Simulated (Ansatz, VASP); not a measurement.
**One calculation of Cd, two programs**

File INCAR:

```
PREC     = Accurate       # precision mode
ENCUT    = 520            # plane-wave cutoff, eV
EDIFF    = 1E-6           # SCF threshold, eV
ISMEAR   = -1             # smearing method
SIGMA    = 0.05           # smearing width, eV
LREAL    = False          # projectors in reciprocal space
LASPH    = True           # aspherical terms in the spheres
NELM     = 80             # most SCF steps
ALGO     = Normal         # electronic algorithm
ISIF     = 2              # what is computed and relaxed
LWAVE    = False          # write WAVECAR
LCHARG   = True           # write CHGCAR
GGA      = PE             # functional
LELF     = True           # ELF
LVHAR    = True         
NBANDS   = 19             # bands
```

KPOINTS

```
regular mesh
0
Gamma
  10 10 5
```

The input POSCAR:

```
Cd
1.0
    2.9386100647      0.0000000000      0.0000000000
   -1.4693050324      2.5449109679      0.0000000000
    0.0000000000      0.0000000000      5.5417265037
Cd
2
Direct
    0.6666666667      0.3333333333      0.7500000000
    0.3333333333      0.6666666667      0.2500000000
```

The input input.yaml:

```yaml
crystal:
  lattice:
    - [2.9386100647, 0.0, 0.0]
    - [-1.4693050324, 2.5449109679, 0.0]
    - [0.0, 0.0, 5.5417265037]
  atoms:
    - { symbol: Cd, position: [0.6666666667, 0.3333333333, 0.75] }
    - { symbol: Cd, position: [0.3333333333, 0.6666666667, 0.25] }
kpoints:
  mp_grid: { grid: [10, 10, 5] }
scf:
  occupations: { method: fermi_dirac, width: 0.05 }
hamiltonian:
  xc: pbe
  pseudopotentials: { kind: all_electron, lapw: { basis_error: 0.0005 } }
output:
  forces: true
  stress: true
  eigenvalues: true
```

Change from the starting cell: volume scaled by 0.96.

Alike in both runs: task single point; functional PBE; k mesh 10 × 10 × 5; occupations fermi-dirac, width 0.05 eV; no spin polarisation.

|  | VASP | Ansatz |
| --- | --- | --- |
| version | VASP 6.6.1 | Ansatz 0.2.0 |
| potentials or method | VASP PAW PBE potentials, release 64 (Cd) | all-electron LAPW, scalar-relativistic |
| plane-wave cutoff (eV) | 520 | see its input |

Ansatz gave:

| Quantity | Value |
| --- | --- |
| gap on the k mesh at the Fermi level (eV) | none |
| pressure (GPa) | 5.7 |
| largest component of the traceless stress (GPa) | 1.98 |

Problem. What did VASP give for the same quantities?

Solution. gap on the k mesh at the Fermi level (eV): none; pressure (GPa): 6.1; largest component of the traceless stress (GPa): 2.15.

A gap of «none» marks a metal or a gap that the smearing closes. Ansatz ran all-electron here, so the differences hold the error of VASP's frozen core and of both bases.
